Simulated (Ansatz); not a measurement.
BeO:
```xyz
4
Lattice="2.6903 0.0000 0.0000 -1.3451 2.3298 0.0000 0.0000 0.0000 4.3694" Properties=species:S:1:pos:R:3 pbc="T T T"
Be     0.0000     1.5532     4.3689
Be     1.3451     0.7766     2.1842
O      0.0000     1.5532     1.6499
O      1.3451     0.7766     3.8346
```

Relaxed with r²SCAN.

Task: Give the Bader charges and basin volumes of the independent atoms, the program Ansatz at the r²SCAN level (PAW).

Result: 

| atom | Bader charge (e) | Bader volume (Å³) |
|---|---|---|
| Be1 | +1.76 | 1.4 |
| O3 | -1.76 | 12.3 |

Space group P6_3mc (wurtzite). Symmetry was held in the r²SCAN relaxation.

Potentials: the earlier of the program's two PAW sets.
